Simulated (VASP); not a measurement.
Li, 1 atom in the cell. Symmetry: Fm-3m, No. 225, cubic system. Conventional cell: a = 4.177 Å, b = 4.177 Å, c = 4.177 Å, α = 90.00°, β = 90.00°, γ = 90.00°. Around Li (site symmetry m-3m) lie 12 Li at 2.95 Å. This isn't the form of Li at room conditions, which is bcc.

```yaml
Program: VASP 6.6.1
Task: single point
Functional: PBE
Dispersion: D3(BJ)
Potentials_or_basis: VASP PAW PBE potentials, release 64 (Li_sv)
Cutoff: 520 eV
k_mesh: 18 × 18 × 18
Occupations: gaussian, width 0.1 eV
Spin: no spin polarisation
Dipole_correction: no
Further_INCAR_settings: ALGO = Normal; EDIFF = 1e-07; NBANDS = 8
```

Potentials or basis: VASP PAW PBE potentials, release 64 (Li_sv).

Command:

```console
$ cat potpaw_PBE.64/Li_sv/POTCAR > POTCAR
$ mpirun -np 1 vasp_std > vasp.out
```

Hardware: 1 thread of Intel(R) Xeon(R) Platinum 8259CL CPU @ 2.50GHz (Skylake/Cascade Lake), on a shared host.

Task: How long does it take, and how much memory?

Result: Wall time 23 s on 1 thread of Intel(R) Xeon(R) Platinum 8259CL CPU @ 2.50GHz (Skylake/Cascade Lake), on a shared host, peak memory 0.15 GiB. Counts: scf iterations 12, k points 195.
